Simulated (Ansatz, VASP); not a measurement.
Given: the input of a run of Ansatz 0.2.0 on RbBr.

The input input.yaml:

```yaml
crystal:
  lattice:
    - [0.0, 3.3806835115, 3.3806835115]
    - [3.3806835115, 0.0, 3.3806835115]
    - [3.3806835115, 3.3806835115, 0.0]
  atoms:
    - { symbol: Rb, position: [0.0, 0.0, 0.0] }
    - { symbol: Br, position: [0.5, 0.5, 0.5] }
hamiltonian:
  xc: pbesol
  pseudopotentials: { kind: paw }
kpoints:
  mp_grid: { grid: [7, 7, 7] }
scf:
  occupations: { method: fermi_dirac, width: 0.05 }
output:
  forces: true
  stress: true
  eigenvalues: true
```

Potentials or basis: Ansatz PAW.

Command:

```bash
$ ansatz run input.yaml --threads 2 --pin off --max-ram 5632MiB --backend cpu --events-out ev --progress --plain --runs-dir out
```

**Question.** Set up the same calculation for VASP 6.6.1. Potentials there: VASP PAW PBE potentials, release 64 (Rb_sv, Br).

**Answer.** As run (the cutoff follows the program's own potentials):

Contents of INCAR:

```
SYSTEM = RbBr
ALGO = Normal
EDIFF = 1E-7
ENCUT = 520
GGA = PS
ISIF = 2
ISMEAR = -1
LASPH = .True.
LCHARG = .False.
LREAL = .False.
LWAVE = .False.
NBANDS = 15
NELM = 80
PREC = Accurate
SIGMA = 0.05
```

File KPOINTS:

```
k-points
0
Gamma
  7 7 7
  0 0 0
```

The input POSCAR:

```
RbBr
1.0
    0.0000000000      3.3806835115      3.3806835115
    3.3806835115      0.0000000000      3.3806835115
    3.3806835115      3.3806835115      0.0000000000
Rb Br
1 1
Direct
    0.0000000000      0.0000000000      0.0000000000
    0.5000000000      0.5000000000      0.5000000000
```

Potentials or basis: VASP PAW PBE potentials, release 64 (Rb_sv, Br).

The run is started by

```bash
$ cat potpaw_PBE.64/Rb_sv/POTCAR potpaw_PBE.64/Br/POTCAR > POTCAR
$ mpirun -np 1 vasp_std > vasp.out
```

Both were run:

|  | VASP | Ansatz | Ansatz less VASP |
| --- | --- | --- | --- |
| gap on the k mesh at the Fermi level (eV) | 4.31 | 4.31 | +0.003 |
| least direct gap on the mesh (eV) | 4.31 | 4.31 | +0.003 |
| pressure (GPa) | 0.6 | 0.6 | -0.05 |

Caveats: the PAW data sets were made with another functional, which shifts forces and pressure a little (VASP); odd divisions of the mesh miss points on the zone boundary, where band edges often lie, so the gap on the mesh can be too wide (Ansatz); the PAW data sets come from PBE, with cores solved anew for the run's functional, which leaves a small shift of forces and pressure (Ansatz).
